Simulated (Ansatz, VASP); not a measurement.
Two plane-wave programs on Ni

```
Ni
1.0
     2.49175    0.00000    0.00000
     1.24588    2.15792    0.00000
     1.24588    0.71931    2.03451
Ni
1
Direct
  0.00000 0.00000 0.00000
```

Alike in both runs: task single point; functional PBE; k mesh 16 × 16 × 16; occupations gaussian, width 0.25 eV; collinear spin.

|  | VASP | Ansatz |
| --- | --- | --- |
| version | VASP 6.6.1 | Ansatz 0.2.0 |
| potentials or method | VASP PAW PBE potentials, release 64 (Ni) | plane waves, PAW |
| plane-wave cutoff (eV) | 520 | 420 |
| valence electrons in the cell | 10 | 18 |

```csv
,VASP,Ansatz,Ansatz less VASP
net moment per atom (μB),0.61,0.62,+0.011
size of the moment on the site where the two differ most (μB),0.62,0.65,+0.038
```

Site moments also hang on the region over which each program counts them. The two sets of potentials don't hold the same shells in valence.
